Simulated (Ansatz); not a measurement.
# Rh (P6_3/mmc)

All numbers below come from DFT PBE, scalar-relativistic, plane waves, PAW (Ansatz).

Plane waves to 420 eV, a k mesh through Γ of 18×18×10 on the computed 2-atom cell and Gaussian smearing (0.10 eV); no spin polarisation.

The structure is relaxed at this level of theory with its symmetry kept. This form isn't the element's structure at ambient conditions.

```cif
data_structure
_symmetry_space_group_name_H-M 'P6_3/mmc'
_symmetry_Int_Tables_number 194
_cell_length_a 2.7248
_cell_length_b 2.7248
_cell_length_c 4.3848
_cell_angle_alpha 90.000
_cell_angle_beta 90.000
_cell_angle_gamma 120.000
_cell_volume 28.19
loop_
_atom_site_label
_atom_site_type_symbol
_atom_site_symmetry_multiplicity
_atom_site_Wyckoff_symbol
_atom_site_fract_x
_atom_site_fract_y
_atom_site_fract_z
_atom_site_occupancy
Rh1 Rh 2 c 0.66667 0.33333 0.75000 1
```

```
Space group                                                       : P6_3/mmc (No. 194)
Volume per atom                                                   : 14.10 Å³
Formation energy from the elements' standard states (uncorrected) : +0.037 eV/atom
Kohn–Sham band gap                                                : none (metal)
Density of states at the Fermi level                              : 3.42 states/eV per cell
Löwdin character within 0.5 eV of the Fermi level                 : Rh 4d 97 %
Bulk modulus                                                      : 255 GPa
Its pressure derivative                                           : 5.2
Bader charges (e)                                                 : Rh (2 in the cell) 0.00
```